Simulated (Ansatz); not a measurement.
CuO (space group Cccm) relaxed with several functionals in Ansatz (plane waves to 420 eV, scalar-relativistic PAW, no spin-orbit coupling, symmetry kept). The database cell has 10.16 Å³/atom; its temperature or method isn't stated, so the comparison with it is no error of the functional. No moments.

```
functional conventional cell V (Å³/atom) against the database cell (%) gap on mesh (eV) largest moment (μB)
       PBE  a = 4.161 Å, b = 4.179 Å, c = 5.151 Å, α = 90.00°, β = 90.00°, γ = 90.00°        11.20                           10.2              0.00                 0.00
       LDA  a = 2.853 Å, b = 2.853 Å, c = 5.044 Å, α = 90.00°, β = 90.00°, γ = 90.00°        10.26                            1.0              0.00                 0.00
PBE+D3(BJ) a = 2.911 Å, b = 2.911 Å, c = 5.144 Å, α = 90.00°, β = 90.00°, γ = 90.00°        10.90                            7.2              0.00                 0.00
```

Spin polarisation was left out, and a magnetic state may lie lower.

This form isn't the usual stable structure of the compound.